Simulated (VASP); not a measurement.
# CaSe (Fm-3m) in VASP: further runs, part 2 of 2

VASP 6.6.1. Earlier steps stand in the parts before.

### 4 Band structure, r2SCAN

INCAR reads:

```
PREC = Accurate
ENCUT = 520
EDIFF = 1E-7
ISMEAR = 0
SIGMA = 0.02
LREAL = False
LASPH = True
NELM = 80
ALGO = Normal
ISIF = 2
LWAVE = False
LCHARG = False
METAGGA = R2SCAN
LMIXTAU = True
```

KPOINTS reads:

```
regular mesh
0
Gamma
  8 8 8
```

POSCAR reads:

```
CaSe
1.0
    0.0000000000      2.9560000000      2.9560000000
    2.9560000000      0.0000000000      2.9560000000
    2.9560000000      2.9560000000      0.0000000000
Se Ca
1 1
Direct
    0.5000000000      0.5000000000      0.5000000000
    0.0000000000      0.0000000000      0.0000000000
```

KPOINTS_OPT reads:

```
path GXWKGLUWLK,UX
15
line-mode
reciprocal
 0.0000000000  0.0000000000  0.0000000000  G
 0.5000000000  0.0000000000  0.5000000000  X

 0.5000000000  0.0000000000  0.5000000000  X
 0.5000000000  0.2500000000  0.7500000000  W

 0.5000000000  0.2500000000  0.7500000000  W
 0.3750000000  0.3750000000  0.7500000000  K

 0.3750000000  0.3750000000  0.7500000000  K
 0.0000000000  0.0000000000  0.0000000000  G

 0.0000000000  0.0000000000  0.0000000000  G
 0.5000000000  0.5000000000  0.5000000000  L

 0.5000000000  0.5000000000  0.5000000000  L
 0.6250000000  0.2500000000  0.6250000000  U

 0.6250000000  0.2500000000  0.6250000000  U
 0.5000000000  0.2500000000  0.7500000000  W

 0.5000000000  0.2500000000  0.7500000000  W
 0.5000000000  0.5000000000  0.5000000000  L

 0.5000000000  0.5000000000  0.5000000000  L
 0.3750000000  0.3750000000  0.7500000000  K

 0.6250000000  0.2500000000  0.6250000000  U
 0.5000000000  0.0000000000  0.5000000000  X
```

Potentials or basis: VASP PAW PBE potentials, release 64 (Se, Ca_sv).

Command:

```bash
$ cat potpaw_PBE.64/Se/POTCAR potpaw_PBE.64/Ca_sv/POTCAR > POTCAR
$ mpirun -np 1 vasp_std > vasp.out
```

OUTCAR:

```text
PREC = Accurate
   ENCUT = 520
   EDIFF = 1E-7
   ISMEAR = 0
   LREAL = False
   LASPH = True
   NELM = 80
   ISIF = 2
   METAGGA = R2SCAN

 ion  position               nearest neighbor table
   1  0.500  0.500  0.500-   2 2.96   2 2.96   2 2.96   2 2.96   2 2.96   2 2.96
   2  0.000  0.000  0.000-   1 2.96   1 2.96   1 2.96   1 2.96   1 2.96   1 2.96

  LATTYP: Found a face centered cubic cell.
 ALAT       =     5.9120000000

  Lattice vectors:

 A1 = (   0.0000000000,   2.9560000000,   2.9560000000)
 A2 = (   2.9560000000,   0.0000000000,   2.9560000000)
[... 538 lines left out ...]
      8       0.9559      2.00000
      9       7.2409      0.00000
     10       7.5368      0.00000
     11       8.5419      0.00000
     12       8.8574      0.00000

 [... further k-points ...]
[... 5 lines left out ...]
  --------------------------------------------------------------------------------------
  -------------------------------------------------------------------------------------
  Total        0.2775211      0.2775211      0.2775211      0.0000000      0.0000000      0.0000000
  in kB        8.6072289      8.6072289      8.6072289      0.0000000      0.0000000      0.0000000
  external PRESSURE =       8.6072289 kB  Pullay stress =       0.0000000 kB

 VOLUME and BASIS-vectors are now :
 -----------------------------------------------------------------------------
  energy-cutoff  :      520.00
  volume of cell :       51.66
      direct lattice vectors                 reciprocal lattice vectors
     0.000000000  2.956000000  2.956000000    -0.169147497  0.169147497  0.169147497
     2.956000000  0.000000000  2.956000000     0.169147497 -0.169147497  0.169147497
     2.956000000  2.956000000  0.000000000     0.169147497  0.169147497 -0.169147497

 POSITION                                       TOTAL-FORCE (eV/Angst)
 -----------------------------------------------------------------------------------
      2.95600      2.95600      2.95600         0.000000      0.000000     -0.000000
      0.00000      0.00000      0.00000        -0.000000     -0.000000      0.000000
 -----------------------------------------------------------------------------------
    total drift:                                0.000000     -0.000000     -0.000000

  FREE ENERGIE OF THE ION-ELECTRON SYSTEM (eV)
  ---------------------------------------------------
  free  energy   TOTEN  =       -25.9769123784 eV

  energy  without entropy=      -25.9769123784  energy(sigma->0) =      -25.97691238
```

OSZICAR:

```text
N       E                     dE             d eps       ncg     rms          rms(c)
DAV:   1     0.922485976617E+02    0.92249E+02   -0.78356E+03   696   0.126E+03
DAV:   2    -0.232334750281E+02   -0.11548E+03   -0.11188E+03   780   0.290E+02
DAV:   3    -0.285512562294E+02   -0.53178E+01   -0.52702E+01   944   0.592E+01
DAV:   4    -0.289359196898E+02   -0.38466E+00   -0.38360E+00  1192   0.126E+01
DAV:   5    -0.289384299171E+02   -0.25102E-02   -0.25092E-02   892   0.116E+00    0.403E+00
DAV:   6    -0.256761916038E+02    0.32622E+01   -0.23746E+00   896   0.153E+01    0.311E+00
DAV:   7    -0.263494952205E+02   -0.67330E+00   -0.90189E-01   800   0.111E+01    0.818E-01
DAV:   8    -0.260379119597E+02    0.31158E+00   -0.49799E-01   860   0.777E+00    0.473E-01
DAV:   9    -0.259743496078E+02    0.63562E-01   -0.33209E-01   800   0.656E+00    0.335E-01
DAV:  10    -0.259397118040E+02    0.34638E-01   -0.58176E-02   780   0.276E+00    0.882E-02
[... 51 further cycles ...]
DAV:   8    -0.609129049803E+04   -0.34325E-06      820
DAV:   9    -0.609129049804E+04   -0.15551E-07      644
       N       E                     dE             ncg
DAV:   1     0.121482390040E+05   -0.32999E+04      120
DAV:   2     0.116218443655E+05   -0.52639E+03      132
DAV:   3     0.116008060225E+05   -0.21038E+02      152
DAV:   4     0.115998854191E+05   -0.92060E+00      208
DAV:   5     0.115998735061E+05   -0.11913E-01      144
DAV:   6     0.115998733863E+05   -0.11979E-03      176
DAV:   7     0.115998733851E+05   -0.11844E-05      168
DAV:   8     0.115998733851E+05   -0.45657E-08      120
```

stdout:

```text
POSCAR found type information on POSCAR SeCa
 POSCAR found :  2 types and       2 ions
 scaLAPACK will be used
 -----------------------------------------------------------------------------
|                                                                             |
|                                                                             |
|     You enforced a specific xc type in the INCAR file but a different       |
|     I HOPE YOU KNOW WHAT YOU ARE DOING!                                     |
|                                                                             |
 -----------------------------------------------------------------------------

 LDA part: xc-table for (None), standard interpolation
 POSCAR, INCAR and KPOINTS ok, starting setup
 FFT: planning ... GRIDC
 FFT: planning ... GRID_SOFT
 FFT: planning ... GRID
 WAVECAR not read
 entering main loop
 Start KPOINTS_OPT (optional k-point list driver)
k-point batch [1-29\150]
k-point batch [30-58\150]
k-point batch [59-87\150]
k-point batch [88-116\150]
k-point batch [117-145\150]
k-point batch [146-150\150]
```

Run time: 4.6 min. Hardware: 1 thread of AMD EPYC 7R13 (Zen 3), shared host; peak memory 0.16 GiB.

Results:

```yaml
Free_energy: -25.9769 eV
Pressure: 0.9 GPa
Band_gap_on_the_k_mesh: 2.49 eV, indirect (least direct gap 3.44 eV)
Band_gap_along_the_path: 2.49 eV, indirect (least direct gap 3.44 eV)
```

Levels at the corners of the path, in eV from the valence-band top:
| point | band 5 | band 6 | band 7 | band 8 | band 9 | band 10 | band 11 | band 12 |
| --- | --- | --- | --- | --- | --- | --- | --- | --- |
| Γ | -12.20 | 0.00 | 0.00 | 0.00 | 4.15 | 4.23 | 4.23 | 4.23 |
| X | -11.60 | -2.55 | -0.95 | -0.95 | 2.49 | 5.62 | 5.82 | 6.69 |
| X | -11.60 | -2.55 | -0.95 | -0.95 | 2.49 | 5.62 | 5.82 | 6.67 |
| W | -11.50 | -1.99 | -1.99 | -1.67 | 4.94 | 4.94 | 5.90 | 6.39 |
| W | -11.50 | -1.99 | -1.99 | -1.67 | 4.94 | 4.94 | 5.90 | 6.38 |
| K | -11.52 | -2.27 | -2.04 | -1.12 | 3.78 | 6.33 | 6.33 | 6.34 |
| K | -11.52 | -2.27 | -2.04 | -1.12 | 3.78 | 6.33 | 6.33 | 6.34 |
| Γ | -12.20 | 0.00 | 0.00 | 0.00 | 4.15 | 4.23 | 4.23 | 4.23 |
| Γ | -12.20 | 0.00 | 0.00 | 0.00 | 4.15 | 4.23 | 4.23 | 4.23 |
| L | -11.47 | -3.28 | -1.19 | -1.19 | 5.12 | 6.10 | 6.12 | 6.12 |
| L | -11.47 | -3.28 | -1.19 | -1.19 | 5.12 | 6.10 | 6.12 | 6.12 |
| U | -11.52 | -2.27 | -2.04 | -1.12 | 3.78 | 6.33 | 6.33 | 6.37 |
| U | -11.52 | -2.27 | -2.04 | -1.12 | 3.78 | 6.33 | 6.33 | 6.34 |
| W | -11.50 | -1.99 | -1.99 | -1.67 | 4.94 | 4.94 | 5.90 | 6.38 |
| W | -11.50 | -1.99 | -1.99 | -1.67 | 4.94 | 4.94 | 5.90 | 6.38 |
| L | -11.47 | -3.28 | -1.19 | -1.19 | 5.12 | 6.10 | 6.12 | 6.12 |
| L | -11.47 | -3.28 | -1.19 | -1.19 | 5.12 | 6.10 | 6.12 | 6.12 |
| K | -11.52 | -2.27 | -2.04 | -1.12 | 3.78 | 6.33 | 6.33 | 6.34 |
| U | -11.52 | -2.27 | -2.04 | -1.12 | 3.78 | 6.33 | 6.33 | 6.34 |
| X | -11.60 | -2.55 | -0.95 | -0.95 | 2.49 | 5.62 | 5.82 | 6.67 |

Caveat: the PAW data sets were made with another functional, which shifts forces and pressure a little.

### 5 Band structure, TB-mBJ

POSCAR is that of step 4.

INCAR.step1 reads:

```
PREC = Accurate
ENCUT = 520
EDIFF = 1E-5
ISMEAR = 0
SIGMA = 0.02
LREAL = False
LASPH = True
NELM = 80
ALGO = Normal
ISIF = 2
LWAVE = True
LCHARG = False
GGA = PE
```

INCAR.step2 reads:

```
PREC = Accurate
ENCUT = 520
EDIFF = 1E-7
ISMEAR = 0
SIGMA = 0.02
LREAL = False
LASPH = True
NELM = 80
ALGO = Normal
ISIF = 2
LWAVE = False
LCHARG = False
METAGGA = MBJ
ISTART = 1
```

KPOINTS is that of step 4.

KPOINTS_OPT is that of step 4.

Command:

```bash
$ cat potpaw_PBE.64/Se/POTCAR potpaw_PBE.64/Ca_sv/POTCAR > POTCAR
$ cp INCAR.step1 INCAR
$ mpirun -np 1 vasp_std > vasp.out
$ cp INCAR.step2 INCAR
$ mpirun -np 1 vasp_std > vasp.out
```

Wall time 2.5 min (1 thread of AMD EPYC 7R13 (Zen 3), shared host); peak memory 0.17 GiB.

It converged, with:

- Band gap on the k mesh: 2.86 eV, indirect (least direct gap 3.70 eV)
- Band gap along the path: 2.86 eV, indirect (least direct gap 3.70 eV)

Levels at the corners of the path, in eV from the valence-band top:
```csv
point,band 6,band 7,band 8,band 9,band 10,band 11
Γ,0.00,0.00,0.00,4.34,4.34,4.34
X,-2.24,-0.84,-0.84,2.86,5.18,6.10
X,-2.24,-0.84,-0.84,2.86,5.18,6.10
W,-1.73,-1.73,-1.50,5.03,5.03,5.68
W,-1.73,-1.73,-1.50,5.03,5.03,5.68
K,-1.98,-1.78,-1.02,4.02,5.99,6.09
K,-1.98,-1.78,-1.02,4.02,5.99,6.09
Γ,0.00,0.00,0.00,4.34,4.34,4.34
Γ,0.00,0.00,0.00,4.34,4.34,4.35
L,-2.89,-1.11,-1.11,5.59,6.00,6.00
L,-2.89,-1.11,-1.11,5.59,6.00,6.00
U,-1.98,-1.78,-1.02,4.02,5.99,6.09
U,-1.98,-1.78,-1.02,4.02,6.00,6.09
W,-1.73,-1.73,-1.50,5.03,5.03,5.68
W,-1.73,-1.73,-1.50,5.03,5.03,5.68
L,-2.89,-1.11,-1.11,5.59,6.00,6.00
L,-2.89,-1.11,-1.11,5.59,6.00,6.00
K,-1.98,-1.78,-1.02,4.02,5.99,6.09
U,-1.98,-1.78,-1.02,4.02,5.99,6.09
X,-2.24,-0.84,-0.84,2.86,5.18,6.10
```

Caveat: the PAW data sets were made with another functional, which shifts forces and pressure a little.

### 6 For comparison

An earlier run on the cell as given: functional PBEsol; potentials or basis VASP PAW PBE potentials, release 64 (Se, Ca_sv); cutoff 520 eV; k mesh 8 × 8 × 8; occupations fermi-dirac, width 0.05 eV; no spin polarisation.

- Pressure: -0.9 GPa
- Band gap on the k mesh: 1.92 eV, indirect (least direct gap 2.87 eV)

### 7 The runs side by side

| task | level | potentials or basis | smearing | gap on the mesh (eV) | pressure (GPa) |
| --- | --- | --- | --- | --- | --- |
| band structure | LDA | VASP PAW LDA potentials, release 64 (Se, Ca_sv) | gaussian 0.02 eV | 1.86 | - |
| band structure | PBEsol | VASP PAW PBE potentials, release 64 (Se, Ca_sv) | gaussian 0.02 eV | 1.92 | - |
| band structure | r2SCAN | VASP PAW PBE potentials, release 64 (Se, Ca_sv) | gaussian 0.02 eV | 2.49 | 0.9 |
| band structure | TB-mBJ | VASP PAW PBE potentials, release 64 (Se, Ca_sv) | gaussian 0.02 eV | 2.86 | - |
| single point | PBEsol | VASP PAW PBE potentials, release 64 (Se, Ca_sv) | fermi-dirac 0.05 eV | 1.92 | -0.9 |

Alike in all rows: no spin polarisation; cell as given; k mesh 8 × 8 × 8; cutoff (eV) 520.

Caveats: the PAW data sets were made with another functional, which shifts forces and pressure a little (some runs).

Absolute energies hang on the potentials; compare differences alone.

### 8 How close it comes

Step 2. Measured gap of CaSe: 3.85 eV (indirect; 2 K; a printed reference work, monograph, original work of 1988). This calculation gives 1.86 eV (-1.99 eV). So large a miss can be the level of theory's own, or it may mean another phase, state or a wrong row. Spin-orbit coupling on Se is left out. The value is that of LDA, without temperature or zero-point motion. Semilocal functionals fall short of measured gaps as a rule.

Step 3. Against the measured gap of CaSe, 3.85 eV (indirect; 2 K; a printed reference work, monograph, original work of 1988), the calculated 1.92 eV is off by -1.93 eV. So large a miss can be the level of theory's own, or it may mean another phase, state or a wrong row. Spin-orbit coupling on Se is left out. The value is that of PBEsol, without temperature or zero-point motion. Semilocal functionals fall short of measured gaps as a rule.

Step 4. Against the measured gap of CaSe, 3.85 eV (indirect; 2 K; a printed reference work, monograph, original work of 1988), the calculated 2.49 eV is off by -1.36 eV. Spin-orbit coupling on Se is left out. The value is that of r2SCAN, without temperature or zero-point motion.

Step 5. A measured gap of CaSe is 3.85 eV (indirect; 2 K; a printed reference work, monograph, original work of 1988); the calculated 2.86 eV misses it by -0.99 eV. Spin-orbit coupling on Se is left out. The value is that of TB-mBJ, without temperature or zero-point motion.
